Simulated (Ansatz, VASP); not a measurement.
One calculation of Zn, two programs

INCAR

```
PREC = Accurate ; ENCUT = 520
EDIFF = 1E-6 ; ISMEAR = -1
SIGMA = 0.1 ; LREAL = False
LASPH = True ; NELM = 150
ALGO = Normal ; ISIF = 2
LWAVE = False ; LCHARG = True
MAGMOM = 0 0 0 ; LORBIT = 11
LSORBIT = True ; GGA_COMPAT = False
LORBMOM = True ; GGA = PE
LVHAR = True ; NBANDS = 23
```

File KPOINTS:

```
regular mesh
0
Gamma
  14 14 14
```

File POSCAR:

```
Zn
1.0
   -1.5656849005      1.5656849005      1.5656849005
    1.5656849005     -1.5656849005      1.5656849005
    1.5656849005      1.5656849005     -1.5656849005
Zn
1
Direct
    0.0000000000      0.0000000000      0.0000000000
```

Input for Ansatz:

```yaml
crystal:
  lattice:
    - [-1.5656849005, 1.5656849005, 1.5656849005]
    - [1.5656849005, -1.5656849005, 1.5656849005]
    - [1.5656849005, 1.5656849005, -1.5656849005]
  atoms:
    - { symbol: Zn, position: [0.0, 0.0, 0.0] }
hamiltonian:
  xc: pbe
  pseudopotentials:
    kind: paw_fr
    azcp:
      Zn: "pseudopotentials/Zn.paw.azcp"
basis:
  ecutwfc: 420
  fft_grid_basis: typed
kpoints:
  mp_grid: { grid: [14, 14, 14], shift: [0, 0, 0] }
magnetization:
  noncollinear: true
  spin_orbit: true
scf:
  occupations: { method: fermi_dirac, width: 0.1 }
```

Alike in both runs: task single point; functional PBE; k mesh 14 × 14 × 14; occupations fermi-dirac, width 0.1 eV; non-collinear spin, spin-orbit coupling.

|  | VASP | Ansatz |
| --- | --- | --- |
| version | VASP 6.6.1 | Ansatz 0.2.0 |
| potentials or method | VASP PAW PBE potentials, release 64 (Zn) | plane waves (420 eV) with PAW, fully relativistic with spin-orbit coupling |
| plane-wave cutoff (eV) | 520 | 420 |
| valence electrons in the cell | 12 | 12 |

```tsv
	VASP	Ansatz	Ansatz less VASP
net moment per atom (μB)	0.00	0.00	0.000
```

The functional is the same, so the differences come from potentials, cutoffs and numerics.
